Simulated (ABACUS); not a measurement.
## Ti under changes of volume

One of the cells (16.731 Å³/atom); the others are scaled copies at fixed shape and fractional positions:

```
Ti
1.0
     0.00000    2.03000    2.03000
     2.03000    0.00000    2.03000
     2.03000    2.03000    0.00000
Ti
1
Direct
  0.00000 0.00000 0.00000
```

This isn't the form of Ti at room conditions, which is hcp.

```yaml
Program: ABACUS 3.10.1
Functional: PBE
Potentials_or_basis: PseudoDojo NC SR 0.4.1 PBE standard
Cutoff: 1143 eV
Density_cutoff: 4572 eV
Basis: plane waves
k_mesh: 11 × 11 × 11
Occupations: fermi-dirac, width 0.05 eV
Spin: no spin polarisation
```

| volume (Å³/atom) | energy over the lowest point (meV/atom) | pressure (GPa) |
| --- | --- | --- |
| 15.727 | 58.44 | 12.6 |
| 16.062 | 35.68 | 9.6 |
| 16.396 | 18.97 | 6.8 |
| 16.731 | ? | ? |
| 17.065 | 1.60 | 2.0 |
| 17.400 | 0.00 | -0.1 |
| 17.735 | 2.61 | -2.0 |

**Question.** What does the run at 16.731 Å³/atom give?

**Answer.** Energy over the lowest point 7.78 meV/atom; pressure 4.3 GPa.

Worked out: A Birch-Murnaghan fit of order 3 (a polynomial in V^(-2/3)) to the other rows has its minimum at 17.35 Å³/atom with B0 = V·E''(V) = 105 GPa and B' = 3.7. It gives 7.76 meV/atom at 16.731 Å³/atom, against the run's 7.78, and -dE/dV = 4.1 GPa, against 4.3.

Energies are extrapolated to zero smearing.
